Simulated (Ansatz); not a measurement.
# CO2: relaxing cell and atoms

Wanted: the geometry at rest of CO2 (a strained cell with displaced atoms), relaxing cell and atoms, and its electronic structure there.

Program: Ansatz 0.2.0. Level of theory: DFT, r2SCAN, no spin polarisation, plane waves, PAW. These are calculated values, not measurements.

## Step 1: The cell

Cell: a = 5.562 Å, b = 5.581 Å, c = 5.590 Å, α = 90.16°, β = 89.46°, γ = 89.63°. First neighbours, in Å of the first eight atoms: C1: 2 O at 1.03 to 1.07; C2: 2 O at 1.01 to 1.06; C3: 2 O at 0.98 to 1.10; C4: 2 O at 1.06 to 1.12; O5: 1 C at 1.03; O6: 1 C at 1.01; O7: 1 C at 1.10; O8: 1 C at 1.06.

Structure file:

```xyz
12
Lattice="5.5614 0.0178 0.0265 0.0178 5.5813 -0.0078 0.0265 -0.0078 5.5896" Properties=species:S:1:pos:R:3 pbc="T T T"
C     0.0569    5.5717    5.5575
C     2.7875    5.5607    2.8150
C     2.7237    2.7918    0.0576
C     0.0894    2.9037    2.7416
O     0.6466    0.5991    0.5238
O     2.1825    4.9613    3.3521
O     3.3868    2.1835    4.9770
O     4.9189    3.4310    2.1987
O     4.9553    4.9936    5.0001
O     3.3522    0.5762    2.1629
O     2.1981    3.3883    0.6289
O     0.6166    2.2419    3.4805
```

It starts from an earlier solution of the starting cell (checkpoint.read).

## Step 2: The walk to rest

input.yaml reads:

```yaml
crystal:
  lattice:
    - [5.56144804, 0.01778544, 0.02648926]
    - [0.01778544, 5.58129848, -0.00777756]
    - [0.02648926, -0.00777756, 5.5896389]
  atoms:
    - { symbol: C, position: [0.00229753, 0.99965636, 0.99562599] }
    - { symbol: C, position: [0.49564617, 0.99542959, 0.50264119] }
    - { symbol: C, position: [0.48811399, 0.49865618, 0.00868063] }
    - { symbol: C, position: [0.01206426, 0.52090001, 0.49114725] }
    - { symbol: O, position: [0.11547216, 0.10710238, 0.09331254] }
    - { symbol: O, position: [0.38673894, 0.88852314, 0.59909988] }
    - { symbol: O, position: [0.6035044, 0.39052937, 0.88807329] }
    - { symbol: O, position: [0.88064295, 0.61247704, 0.39002984] }
    - { symbol: O, position: [0.88390985, 0.89311921, 0.89157827] }
    - { symbol: O, position: [0.60060457, 0.10185758, 0.38423881] }
    - { symbol: O, position: [0.39277576, 0.60597845, 0.11148698] }
    - { symbol: O, position: [0.10662535, 0.40220668, 0.62272827] }
kpoints:
  mp_grid: { grid: [3, 3, 3], shift: [0.5, 0.0, 0.0] }
magnetization:
  spin_polarized: false
scf:
  occupations: { method: fermi_dirac, width: 0.024 }
  lower_state_search: "off"
hamiltonian:
  pseudopotentials: { kind: paw }
  xc: r2scan
basis:
  ecutwfc: 500
  fft_grid_basis: typed
relax:
  max_steps: 40
  cell: { p_target: 0.0 }
output:
  forces: true
  stress: true
  eigenvalues: true
  populations: true
  elf: true
  write_potential: true
  volumetric_format: npy
  dos:
    e_range: [-12, 8]
    de: 0.05
    projected: { site_lists: { C: [C], O: [O] } }
  bader: false
checkpoint:
  read: saved_state
```

Started as:

```bash
$ ansatz run input.yaml --threads 2 --pin off --max-ram 4096MiB --backend cpu --events-out ev --progress --plain --runs-dir out
```

Output, cut to the lines that bear on the results:

```text
Warning: RAYON_NUM_THREADS=2 ignored (pool sized by the plan → 2); use --threads N
[...]
Pseudopotentials: kind: paw
Pseudopotential: C, paw, valence charge 4, recommended cutoff 500 eV (meta_gga), C.paw.azcp
Pseudopotential: O, paw, valence charge 6, recommended cutoff 500 eV (meta_gga), O.paw.azcp
Functional definition: r2SCAN
[...]
Crystal: 12 atoms, lattice volume = 173.497 Å³
Basis set: ecut = 500 eV, 4397 PW (Γ), exchange–correlation on 180×180×180 points (64 copies of the dense FFT grid, shifted against one another)
Bands: 44, of which v1, the nominal top of the filled ones, is band 32 counted from 1 (31 counted from 0)
Symmetry: 1 space group operations
Space group: P1 (ITA 1), of the structure as read, at distance tolerance 5.6e-5 Å
k-points: 14 of 27 (time reversal used)
[...]
SCF iter   1: F=-5542.660049 eV  HF=-5542.584770 eV  |F-HF|=7.53e-2  |Δ(HF+E_count)|=         —  Δρ=2.27e-3  dr2=6.73e-4  dr2_τ=1.70e-3  ethr=1.26e-6  ⟨swp⟩=3.5  Hψ=4717  notcnv=0
[...]
relax step   1: F+E_penalty+E_count = -5542.66226342 eV  Δ(F+E_penalty+E_count) = +0.000e0 eV  max|allowed force component| = 2.155e1 eV/Å  Δτ_max = 0.0000 Å  P = +45.864 GPa  Ω = 173.497 Å³  (7 SCF iters, dr2 threshold 1.00e-7 eV, accepted)
[...]
relax step   4: F+E_penalty+E_count = -5550.91536187 eV  Δ(F+E_penalty+E_count) = -7.209e-4 eV  max|allowed force component| = 3.995e-2 eV/Å  Δτ_max = 0.0056 Å  P = +0.374 GPa  Ω = 169.782 Å³  energy of the carried Pulay correction = +3.684e-3 eV  (6 SCF iters, dr2 threshold 4.32e-7 eV, accepted)
[...]
relax step   5: F+E_penalty+E_count = -5550.91502417 eV  Δ(F+E_penalty+E_count) = +3.377e-4 eV  max|allowed force component| = 5.315e-2 eV/Å  Δτ_max = 0.0204 Å  P = +0.025 GPa  Ω = 174.818 Å³  energy of the carried Pulay correction = -1.291e-3 eV  (7 SCF iters, dr2 threshold 4.21e-7 eV, accepted)
[...]
SCF iter   2: F=-5550.914931 eV  HF=-5550.914983 eV  |F-HF|=5.20e-5  |Δ(HF+E_count)|=   5.31e-3  Δρ=1.11e-3  dr2=6.75e-4  dr2_τ=5.43e-5  ethr=3.18e-6  ⟨swp⟩=2.0  Hψ=1286  notcnv=0
```

## Step 3: The output, continued

The log, continued:

```text
SCF iter   3: F=-5550.914975 eV  HF=-5550.915005 eV  |F-HF|=3.03e-5  |Δ(HF+E_count)|=   2.19e-5  Δρ=2.32e-4  dr2=6.36e-5  dr2_τ=1.27e-5  ethr=1.05e-6  ⟨swp⟩=2.7  Hψ=1070  notcnv=0
SCF iter   4: F=-5550.914915 eV  HF=-5550.914916 eV  |F-HF|=1.17e-6  |Δ(HF+E_count)|=   8.84e-5  Δρ=8.15e-5  dr2=8.05e-6  dr2_τ=9.06e-7  ethr=9.93e-8  ⟨swp⟩=2.0  Hψ=934  notcnv=0
SCF iter   5: F=-5550.914918 eV  HF=-5550.914918 eV  |F-HF|=2.69e-7  |Δ(HF+E_count)|=   1.44e-6  Δρ=3.65e-5  dr2=1.66e-6  dr2_τ=1.98e-7  ethr=1.26e-8  ⟨swp⟩=2.0  Hψ=934  notcnv=0
SCF iter   6: F=-5550.914918 eV  HF=-5550.914918 eV  |F-HF|=2.03e-7  |Δ(HF+E_count)|=   4.02e-7  Δρ=1.75e-5  dr2=4.29e-7  dr2_τ=4.16e-8  ethr=2.60e-9  ⟨swp⟩=2.4  Hψ=1089  notcnv=0
SCF iter   7: F=-5550.914918 eV  HF=-5550.914918 eV  |F-HF|=6.17e-9  |Δ(HF+E_count)|=   6.53e-9  Δρ=4.15e-6  dr2=3.71e-8  dr2_τ=2.39e-9  ethr=2.76e-10  ⟨swp⟩=10.3  Hψ=4041  notcnv=0
SCF 6 converged in 7 iterations: F = -5550.914918 eV  dr2 = 3.71e-8
relax step   6: F+E_penalty+E_count = -5550.91491827 eV  Δ(F+E_penalty+E_count) = +1.059e-4 eV  max|allowed force component| = 1.035e-3 eV/Å  Δτ_max = 0.0115 Å  P = +0.002 GPa  Ω = 175.376 Å³  energy of the carried Pulay correction = -1.833e-3 eV  (7 SCF iters, dr2 threshold 1.77e-7 eV, accepted)
Initial wavefunctions: pseudopotential atomic-orbital guess (no wavefunctions were taken with the density)
iter 1 solved again at ethr=1.50e-7 eV; its pass at ethr=3.10e-3 eV (dr2=9.61e-5 eV) is discarded
SCF iter   1: F=-5550.915819 eV  HF=-5550.915106 eV  |F-HF|=7.14e-4  |Δ(HF+E_count)|=         —  Δρ=1.43e-4  dr2=8.36e-7  dr2_τ=9.64e-7  ethr=1.50e-7  ⟨swp⟩=4.0  Hψ=4833  notcnv=0
preconditioner: auto → Resta (q_TF=auto, 2.306 Å⁻¹)  ε∞=2.7  [insulator: Δε(μ)=7.706 eV  Ē_g=17.247 eV  σ=0.024 eV  W_gap=1.00  n_scr=32 (ndim 8)  ℏωp=22.4 eV  f_vac=0.167  D(μ)=0.00/eV (n_scr^D=0)  ε∞_Penn≈2.7]
SCF iter   2: F=-5550.915733 eV  HF=-5550.915733 eV  |F-HF|=7.61e-7  |Δ(HF+E_count)|=   6.27e-4  Δρ=7.22e-5  dr2=2.16e-7  dr2_τ=7.02e-6  ethr=1.31e-9  ⟨swp⟩=3.0  Hψ=1113  notcnv=0
SCF iter   3: F=-5550.915734 eV  HF=-5550.915734 eV  |F-HF|=2.13e-8  |Δ(HF+E_count)|=   1.09e-6  Δρ=5.08e-6  dr2=2.92e-8  dr2_τ=1.01e-8  ethr=3.38e-10  ⟨swp⟩=2.2  Hψ=1068  notcnv=0
SCF iter   4: F=-5550.915734 eV  HF=-5550.915734 eV  |F-HF|=2.22e-9  |Δ(HF+E_count)|=   8.35e-9  Δρ=1.00e-6  dr2=1.26e-9  dr2_τ=3.39e-10  ethr=4.56e-11  ⟨swp⟩=2.1  Hψ=946  notcnv=0
SCF iter   5: F=-5550.915734 eV  HF=-5550.915734 eV  |F-HF|=2.69e-10  |Δ(HF+E_count)|=   2.85e-9  Δρ=5.80e-7  dr2=4.89e-10  dr2_τ=8.37e-11  ethr=1.97e-12  ⟨swp⟩=2.0  Hψ=1063  notcnv=0
SCF iter   6: F=-5550.915734 eV  HF=-5550.915734 eV  |F-HF|=1.15e-10  |Δ(HF+E_count)|=  4.18e-11  Δρ=2.28e-7  dr2=7.26e-11  dr2_τ=4.09e-11  ethr=1.00e-12  ⟨swp⟩=5.4  Hψ=3284  notcnv=0
SCF 7 converged in 6 iterations: F = -5550.915734 eV  dr2 = 7.26e-11
relax step   7: F+E_penalty+E_count = -5550.91573371 eV  Δ(F+E_penalty+E_count) = -8.154e-4 eV  max|allowed force component| = 1.208e-3 eV/Å  Δτ_max = 0.0000 Å  P = -0.084 GPa  Ω = 175.376 Å³  stress off target by 8.55e-2 GPa  SCF on the basis re-selected at this cell (its energy is not comparable with the rows above)  (6 SCF iters)
basis re-selected at this cell: Δ(F+E_penalty+E_count) = -8.154e-4 eV, ΔP = -0.087 GPa vs the last step (what re-selecting the basis moved, of the pressure what is left beyond the Pulay correction that the steps carried, after the strain that the cell walked since its last selection, with what the two solves' SCF thresholds leave and, on support functions, any second-order correction that the steps lacked; it is no measure of the basis error at this ecutwfc). This SCF's stress stands 8.55e-2 GPa from its target on what of the cell is left free (relax.cell.stress_tol is 5.00e-2 GPa) and its largest allowed force component is 1.21e-3 eV/Å (relax.f_tol is 1.00e-2 eV/Å): not within both, so this SCF does not close the relaxation
Crystal: 12 atoms, lattice volume = 173.633 Å³
Basis set: ecut = 500 eV, 4385 PW (Γ), exchange–correlation on 180×180×180 points (64 copies of the dense FFT grid, shifted against one another)
iter 1 solved again at ethr=2.43e-6 eV; its pass at ethr=3.10e-3 eV (dr2=1.56e-3 eV) is discarded
SCF iter   1: F=-5550.916507 eV  HF=-5550.913610 eV  |F-HF|=2.90e-3  |Δ(HF+E_count)|=         —  Δρ=9.88e-4  dr2=9.97e-4  dr2_τ=8.73e-3  ethr=2.43e-6  ⟨swp⟩=2.6  Hψ=2940  notcnv=0
preconditioner: auto → Resta (q_TF=auto, 2.310 Å⁻¹)  ε∞=2.7  [insulator: Δε(μ)=7.744 eV  Ē_g=17.275 eV  σ=0.024 eV  W_gap=1.00  n_scr=32 (ndim 8)  ℏωp=22.5 eV  f_vac=0.158  D(μ)=0.00/eV (n_scr^D=0)  ε∞_Penn≈2.7]
SCF iter   2: F=-5550.917084 eV  HF=-5550.917059 eV  |F-HF|=2.57e-5  |Δ(HF+E_count)|=   3.45e-3  Δρ=5.67e-4  dr2=1.92e-4  dr2_τ=2.98e-5  ethr=1.56e-6  ⟨swp⟩=2.0  Hψ=1288  notcnv=0
SCF iter   3: F=-5550.917087 eV  HF=-5550.917089 eV  |F-HF|=2.34e-6  |Δ(HF+E_count)|=   3.08e-5  Δρ=1.57e-4  dr2=3.12e-5  dr2_τ=3.97e-6  ethr=3.00e-7  ⟨swp⟩=1.0  Hψ=672  notcnv=0
SCF iter   4: F=-5550.917094 eV  HF=-5550.917093 eV  |F-HF|=9.99e-7  |Δ(HF+E_count)|=   3.88e-6  Δρ=3.62e-5  dr2=1.20e-6  dr2_τ=2.33e-7  ethr=4.87e-8  ⟨swp⟩=2.5  Hψ=1190  notcnv=0
SCF iter   5: F=-5550.917010 eV  HF=-5550.917010 eV  |F-HF|=1.48e-7  |Δ(HF+E_count)|=   8.29e-5  Δρ=1.27e-5  dr2=1.76e-7  dr2_τ=3.73e-8  ethr=1.87e-9  ⟨swp⟩=2.1  Hψ=1032  notcnv=0
SCF iter   6: F=-5550.917010 eV  HF=-5550.917010 eV  |F-HF|=6.03e-8  |Δ(HF+E_count)|=   2.12e-7  Δρ=7.73e-6  dr2=9.06e-8  dr2_τ=1.17e-8  ethr=2.75e-10  ⟨swp⟩=2.0  Hψ=1064  notcnv=0
SCF iter   7: F=-5550.917010 eV  HF=-5550.917010 eV  |F-HF|=2.78e-9  |Δ(HF+E_count)|=   8.39e-9  Δρ=1.40e-6  dr2=2.40e-9  dr2_τ=3.68e-10  ethr=2.85e-11  ⟨swp⟩=7.1  Hψ=4073  notcnv=0
SCF 8 converged in 7 iterations: F = -5550.917010 eV  dr2 = 2.40e-9
relax step   8: F+E_penalty+E_count = -5550.91701049 eV  Δ(F+E_penalty+E_count) = -1.277e-3 eV  max|allowed force component| = 7.920e-4 eV/Å  Δτ_max = 0.0054 Å  P = -0.007 GPa  Ω = 173.633 Å³  energy of the carried Pulay correction = +7.857e-4 eV  (7 SCF iters, dr2 threshold 1.83e-8 eV, accepted)
iter 1 solved again at ethr=1.43e-7 eV; its pass at ethr=3.10e-3 eV (dr2=9.15e-5 eV) is discarded
SCF iter   1: F=-5550.916327 eV  HF=-5550.916326 eV  |F-HF|=4.05e-7  |Δ(HF+E_count)|=         —  Δρ=2.66e-5  dr2=1.20e-7  dr2_τ=5.24e-7  ethr=1.43e-7  ⟨swp⟩=4.0  Hψ=4852  notcnv=0
preconditioner: auto → Resta (q_TF=auto, 2.310 Å⁻¹)  ε∞=2.7  [insulator: Δε(μ)=7.715 eV  Ē_g=17.260 eV  σ=0.024 eV  W_gap=1.00  n_scr=32 (ndim 8)  ℏωp=22.5 eV  f_vac=0.161  D(μ)=0.00/eV (n_scr^D=0)  ε∞_Penn≈2.7]
SCF iter   2: F=-5550.916239 eV  HF=-5550.916239 eV  |F-HF|=1.02e-7  |Δ(HF+E_count)|=   8.76e-5  Δρ=1.40e-5  dr2=3.53e-8  dr2_τ=4.14e-8  ethr=1.88e-10  ⟨swp⟩=2.7  Hψ=1098  notcnv=0
SCF iter   3: F=-5550.916239 eV  HF=-5550.916239 eV  |F-HF|=6.76e-9  |Δ(HF+E_count)|=   1.09e-7  Δρ=3.63e-6  dr2=1.23e-8  dr2_τ=3.51e-9  ethr=5.52e-11  ⟨swp⟩=2.0  Hψ=1060  notcnv=0
SCF iter   4: F=-5550.916239 eV  HF=-5550.916239 eV  |F-HF|=9.00e-11  |Δ(HF+E_count)|=  3.47e-10  Δρ=4.56e-7  dr2=2.81e-10  dr2_τ=4.01e-11  ethr=1.93e-11  ⟨swp⟩=2.9  Hψ=1124  notcnv=0
SCF iter   5: F=-5550.916239 eV  HF=-5550.916239 eV  |F-HF|=1.09e-11  |Δ(HF+E_count)|=  2.64e-11  Δρ=1.17e-7  dr2=1.21e-11  dr2_τ=2.29e-12  ethr=1.00e-12  ⟨swp⟩=7.8  Hψ=3055  notcnv=0
SCF 9 converged in 5 iterations: F = -5550.916239 eV  dr2 = 1.21e-11
relax step   9: F+E_penalty+E_count = -5550.91623889 eV  Δ(F+E_penalty+E_count) = +7.716e-4 eV  max|allowed force component| = 5.800e-4 eV/Å  Δτ_max = 0.0000 Å  P = -0.004 GPa  Ω = 173.633 Å³  stress off target by 5.44e-3 GPa  SCF on the basis re-selected at this cell (its energy is not comparable with the rows above)  (5 SCF iters)
basis re-selected at this cell: Δ(F+E_penalty+E_count) = +7.716e-4 eV, ΔP = +0.003 GPa vs the last step (what re-selecting the basis moved, of the pressure what is left beyond the Pulay correction that the steps carried, after the strain that the cell walked since its last selection, with what the two solves' SCF thresholds leave and, on support functions, any second-order correction that the steps lacked; it is no measure of the basis error at this ecutwfc). This SCF's stress stands 5.44e-3 GPa from its target on what of the cell is left free (relax.cell.stress_tol is 5.00e-2 GPa) and its largest allowed force component is 5.80e-4 eV/Å (relax.f_tol is 1.00e-2 eV/Å): within both
SCF converged after 5 iterations
Free energy (F): -5550.916239 eV
Harris-Foulkes:  -5550.916239 eV  (|F-HF|=1.09e-11)
Internal energy: -5550.916239 eV  (E = F + TS)
E sigma→0 (E₀):  -5550.916239 eV
Fermi energy:    1.377067 eV
--- Per-component energies (eV) ---
  E_band       = -643.320226
  E_kinetic    = 1748.134723
  E_local      = -4773.386685  (includes V_loc(G=0)·N_el)
  E_nonlocal   = 494.710979
  E_hartree    = 1613.253234
  E_xc         = -757.500596
  E_vxc        = -1089.426508  (∫ρ·V_xc dr)
  E_paw        = -1685.373984  (= ΣΔE_a)
  E_vpaw       = -325.418407  (= ΣTr[D̂ρ^β])
  E_aug_tail   = 0.008116  (compensation charges beyond the density's cutoff)
  E_vtau       = 75.551085  (kinetic-family band-sum trace: ∫τ·v_τ [+ j·A + Jᵃ·Aᵃ] dr)
  E_ewald      = -2190.407403
  E_core_change = -0.354622  (= ΣΔE_core)
  E_smearing   = -0.000000  (= −TS)
  E_closure    = -0.000000  (closes the sum)
  Σ components = -5550.916239   (vs F -5550.916239, Δ=0.00e0)
--- Forces (eV/Å), atoms counted from 1 ---
  atom   1  C      0.00001976    -0.00005946     0.00002116
  atom   2  C     -0.00014478    -0.00013843     0.00007347
  atom   3  C     -0.00006203     0.00026164     0.00013747
  atom   4  C      0.00003895    -0.00002586    -0.00006762
  atom   5  O      0.00001570    -0.00007902    -0.00006054
  atom   6  O      0.00010869    -0.00010160    -0.00024528
  atom   7  O     -0.00020626     0.00017462     0.00008521
  atom   8  O      0.00021341    -0.00017968     0.00037059
  atom   9  O      0.00014609     0.00006918     0.00020027
  atom  10  O     -0.00009571     0.00001914     0.00021915
  atom  11  O      0.00025326    -0.00025504    -0.00018651
  atom  12  O     -0.00029288     0.00037181    -0.00058300
  max |Σ_I F_I| component: 5.73e-5 eV/Å
--- Stress (GPa, compression-positive) ---
       -0.005390      -0.000283      -0.000190
       -0.000283      -0.002671      -0.000316
       -0.000190      -0.000316      -0.002941
  P = ⅓ Tr σ = -0.0037 GPa (-0.037 kbar)
--- Band table (eV; the first three rows and the last of 14) ---
  k-point 0: bands = ["-24.2033", "-24.0123", "-23.9959", "-23.9957", "-22.9957", "-22.9956", "-22.9927", "-22.9418", "-8.0775", "-8.0745", "-8.0690", "-7.9131", "-7.2848", "-7.2755", "-7.2586", "-6.6086", "-6.5720", "-6.5187", "-6.4658", "-6.4455", "-6.3962", "-6.0274", "-5.9927", "-5.9811", "-3.2009", "-3.1980", "-3.1956", "-2.6970", "-2.6967", "-2.6612", "-2.5261", "-2.4859", "5.2294", "6.3404", "6.4176", "6.4327", "6.5822", "6.6810", "7.2185", "7.2454", "7.2576", "8.7816", "9.4702", "9.4788"]
  k-point 1: bands = ["-24.1538", "-24.0502", "-24.0077", "-23.9996", "-22.9932", "-22.9913", "-22.9824", "-22.9556", "-8.1332", "-8.1132", "-8.1023", "-8.0110", "-7.1683", "-7.0722", "-7.0091", "-6.7758", "-6.6348", "-6.4895", "-6.4382", "-6.3713", "-6.3632", "-6.2802", "-6.0963", "-6.0525", "-3.0553", "-3.0431", "-3.0142", "-2.7471", "-2.7349", "-2.6598", "-2.6379", "-2.5498", "5.9225", "6.2776", "6.3149", "6.6011", "6.6686", "6.6920", "6.9541", "7.1362", "7.1779", "7.9219", "9.3077", "9.7676"]
  k-point 2: bands = ["-24.1538", "-24.0502", "-24.0077", "-23.9996", "-22.9932", "-22.9913", "-22.9824", "-22.9556", "-8.1332", "-8.1132", "-8.1022", "-8.0109", "-7.1683", "-7.0723", "-7.0092", "-6.7758", "-6.6347", "-6.4895", "-6.4381", "-6.3713", "-6.3632", "-6.2803", "-6.0963", "-6.0524", "-3.0553", "-3.0431", "-3.0143", "-2.7470", "-2.7350", "-2.6598", "-2.6380", "-2.5498", "5.9225", "6.2775", "6.3150", "6.6011", "6.6686", "6.6920", "6.9540", "7.1361", "7.1781", "7.9219", "9.3077", "9.7675"]
  k-point 13: bands = ["-24.0663", "-24.0662", "-24.0374", "-24.0374", "-22.9854", "-22.9854", "-22.9789", "-22.9789", "-8.0829", "-8.0827", "-8.0220", "-8.0217", "-7.3158", "-7.3157", "-7.1757", "-7.1755", "-6.3449", "-6.3447", "-6.2506", "-6.2504", "-6.1918", "-6.1917", "-6.1497", "-6.1496", "-2.8606", "-2.8605", "-2.8140", "-2.8136", "-2.7912", "-2.7910", "-2.7425", "-2.7424", "6.2453", "6.2454", "6.3909", "6.3910", "7.0841", "7.0843", "7.2231", "7.2234", "7.7078", "7.7082", "8.5525", "8.5528"]
--- Relaxed structure (7 steps of the walk, 7 accepted, 2 SCFs on fresh bases) ---
  F+E_penalty+E_count = -5550.91623889 eV   max|allowed force component| = 5.800e-4 eV/Å   (the final SCF, on the basis selected at the relaxed cell)
  cell:  # Å, volume = 173.6328 Å³
    - [5.581400773239918, 0.0003577677731278454, -9.881373437332919e-5]
    - [0.0003705338139039438, 5.577722739256902, 8.638058339138603e-5]
    - [-8.10352361249253e-5, 8.807508895188228e-5, 5.577398817242615]
  atoms:
    - { symbol: C, position: [-0.0026538551388674675, 1.0013708294335755, 0.9982104559545467] }
    - { symbol: C, position: [0.49737486558161775, 1.0013957080902667, 0.4982060978858194] }
    - { symbol: C, position: [0.49736863013937893, 0.5013475523222072, -0.0017887452714076325] }
    - { symbol: C, position: [-0.0026250450131591035, 0.5013646603302837, 0.4982534554505705] }
    - { symbol: O, position: [0.11731198415751304, 0.12137903202964488, 0.11842022084518178] }
    - { symbol: O, position: [0.3773912161346483, 0.8814099318825004, 0.6184203750146936] }
    - { symbol: O, position: [0.617381577266913, 0.38133549064666566, 0.8780281041087575] }
    - { symbol: O, position: [0.8773754505884863, 0.6213578441118138, 0.3780228048619095] }
    - { symbol: O, position: [0.8773802044172031, 0.8813614769686484, 0.8780011209790188] }
    - { symbol: O, position: [0.6173579727077227, 0.12138158156976918, 0.37799088899553335] }
    - { symbol: O, position: [0.3773578571849908, 0.6213617845347602, 0.11839457509808479] }
    - { symbol: O, position: [0.11737507197355371, 0.3813700980798669, 0.6184835860772921] }
--- Löwdin populations: 12 sites ---
  site symbol       q [e]
     0      C      3.1765
     1      C      3.1765
     2      C      3.1765
     3      C      3.1765
     4      O      6.2969
     5      O      6.2969
     6      O      6.2969
     7      O      6.2969
     8      O      6.2969
     9      O      6.2969
    10      O      6.2969
    11      O      6.2969
  spilling = 0.014354 (of n_electrons = 64.000000)
```

Run time: 6 min. Hardware: 2 threads of an Arm CPU, shared host; peak memory 0.84 GiB.

Relaxation path:

```tsv
step	energy from step 1 (eV/cell)	largest force component (eV/Å)	pressure (GPa)	volume (Å³)
1	0.0000	21.5464	45.86	173.50
2	-8.0014	1.7552	-1.24	169.33
3	-8.2524	0.0398	0.36	169.19
4	-8.2531	0.0400	0.37	169.78
5	-8.2528	0.0532	0.02	174.82
6	-8.2527	0.0010	0.00	175.38
7	-8.2535	0.0012	-0.08	175.38
8	-8.2547	0.0008	-0.01	173.63
9	-8.2540	0.0006	0.00	173.63
```

Step 1 is the start. Steps 7, 9 repeat the geometry before on a plane-wave basis chosen anew for that cell, so the energy can jump there without any move; the table keeps such jumps.

| input's cell | before | after | change |
| --- | --- | --- | --- |
| a (Å) | 5.562 | 5.581 | +0.4 % |
| b (Å) | 5.581 | 5.578 | -0.1 % |
| c (Å) | 5.590 | 5.577 | -0.2 % |
| α (°) | 90.16 | 90.00 | -0.16° |
| β (°) | 89.46 | 90.00 | +0.55° |
| γ (°) | 89.63 | 89.99 | +0.36° |
| volume (Å³/atom) | 14.46 | 14.47 | +0.1 % |

The atom that moved most is O5, by 0.16 Å, apart from the change of the cell.

## Step 4: Density of states

States per cell by energy window, from dos.tsv and pdos.tsv (tetrahedra; eV from the Fermi level):

```tsv
from	to	total	C p	O s	O p
-10.0	-9.0	8.00	0.33	2.15	4.80
-9.0	-8.0	8.01	1.64	0.92	5.28
-8.0	-7.0	16.00	4.71	0.92	10.02
-7.0	-6.0	0.00	0.00	0.00	0.00
-6.0	-5.0	0.00	0.00	0.00	0.00
-5.0	-4.0	14.13	0.01	0.01	13.98
-4.0	-3.0	1.87	0.00	0.00	1.85
-3.0	-2.0	0.00	0.00	0.00	0.00
-2.0	-1.0	0.00	0.00	0.00	0.00
-1.0	0.0	0.00	0.00	0.00	0.00
0.0	1.0	0.00	0.00	0.00	0.00
1.0	2.0	0.00	0.00	0.00	0.00
2.0	3.0	0.00	0.00	0.00	0.00
3.0	4.0	0.01	0.00	0.00	0.00
4.0	5.0	4.23	1.88	0.08	1.41
5.0	6.0	13.15	6.63	0.12	4.98
6.0	7.0	2.39	0.42	0.14	0.40
```

On the mesh the valence top lies at -3.86 eV and the conduction bottom at 3.85 eV on this scale.

## Step 5: Charges

Gathered by element (positive charge: electrons given up): Löwdin charges also hold the electrons that the projection spills.

```tsv
element	atoms	Löwdin charge (e)
C	4	+0.82
O	8	-0.30
```

Löwdin charges rest on a small set of atomic orbitals that misses 1.4 % of the electrons, so they need not add up to the cell's charge and can differ from Bader's even in sign.

[end of part 1 of 2]
